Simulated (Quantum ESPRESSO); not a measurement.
Ge: phonons at points of the zone under several settings

```
Ge
1.0
     1.39715   -2.60052    0.00000
     1.39715    2.60052    0.00000
     0.00000    0.00000    2.69823
Ge
1
Direct
  0.50000 0.50000 0.00000
```

This isn't the form of Ge at room conditions, which is diamond.

All runs used Quantum ESPRESSO 7.5; potentials GBRV 1.5 PBEsol; k mesh 8 × 8 × 7; given cell, atoms relaxed; no spin polarisation; cutoff 612 eV; occupations cold, width 0.2 eV.

```csv
level,point,frequencies (cm⁻¹)
PBEsol,"A (0.322, 0.322, 0.500)",15i 102 113
PBEsol,"R (0.000, 0.500, 0.500)",?
PBEsol,"S (0.000, 0.500, 0.000)",78i 31 47
PBEsol,"T (-0.500, 0.500, 0.500)",57i 47i 148
PBEsol,"X (0.322, 0.322, 0.000)",106i 42i 23
```

Task: What stands in the row left open?

Result: Frequencies 70i 104 113 cm⁻¹.

Values marked i are imaginary: the cell is unstable against those modes at that level, or the meshes are too thin.

Caveats: the mesh is thin for the phonons of a metal; some modes are imaginary; the cell is more than 3 GPa from zero pressure, which shifts response properties; the q point doesn't lie on the k mesh, which can shift a metal's frequencies strongly unless the mesh is converged (some runs).

For the row left open. Caveat: the k mesh is coarse; the mesh is thin for the phonons of a metal; some modes are imaginary; the cell is more than 3 GPa from zero pressure, which shifts response properties; the q point doesn't lie on the k mesh, which can shift a metal's frequencies strongly unless the mesh is converged.
